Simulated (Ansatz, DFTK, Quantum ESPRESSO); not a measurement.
# KI: programs and potentials compared

```
CELL_PARAMETERS angstrom
0.00000 3.53277 3.53277
3.53277 0.00000 3.53277
3.53277 3.53277 0.00000
ATOMIC_POSITIONS crystal
I 0.50000 0.50000 0.50000
K 0.00000 0.00000 0.00000
```

Alike in all runs: task band structure; functional PBE; k mesh 7 × 7 × 7; occupations fermi-dirac, width 0.05 eV; no spin polarisation; no spin-orbit coupling. Pressure is positive in compression and, in plane waves, holds the error of the finite cutoff, which Ansatz's Pulay term estimates and takes out. Gaps are the smaller of the mesh's and the band path's.

```json
{"program and potentials": "Ansatz, Ansatz PAW", "plane-wave cutoff (eV)": "420", "notes": "13 valence electrons an atom on average", "band gap (eV)": "3.97", "pressure (GPa)": "0.59"}
{"program and potentials": "Quantum ESPRESSO, PseudoDojo 0.4.1 SR PBE standard", "plane-wave cutoff (eV)": "1007", "notes": "8 valence electrons an atom on average", "band gap (eV)": "3.96", "pressure (GPa)": "0.58"}
{"program and potentials": "Ansatz, all-electron LAPW, scalar-relativistic", "plane-wave cutoff (eV)": "-", "notes": "-", "band gap (eV)": "3.97", "pressure (GPa)": "0.59"}
{"program and potentials": "DFTK, SPMS 1.0 (PBE)", "plane-wave cutoff (eV)": "816", "notes": "8 valence electrons an atom on average", "band gap (eV)": "3.96", "pressure (GPa)": "0.58"}
```

The band gap spans 3.96 (DFTK, SPMS 1.0 (PBE)) to 3.97 eV (Ansatz, Ansatz PAW), with all-electron results at 3.97. The pressure spans 0.58 (DFTK, SPMS 1.0 (PBE)) to 0.59 GPa (Ansatz, all-electron LAPW, scalar-relativistic), with all-electron results at 0.59. Spin-orbit coupling, left out here, moves the band edges of heavy atoms.

The functional is the same throughout but for its coding, so the spread measures potentials, basis and numerics; runs on potential files found faulty are left out.
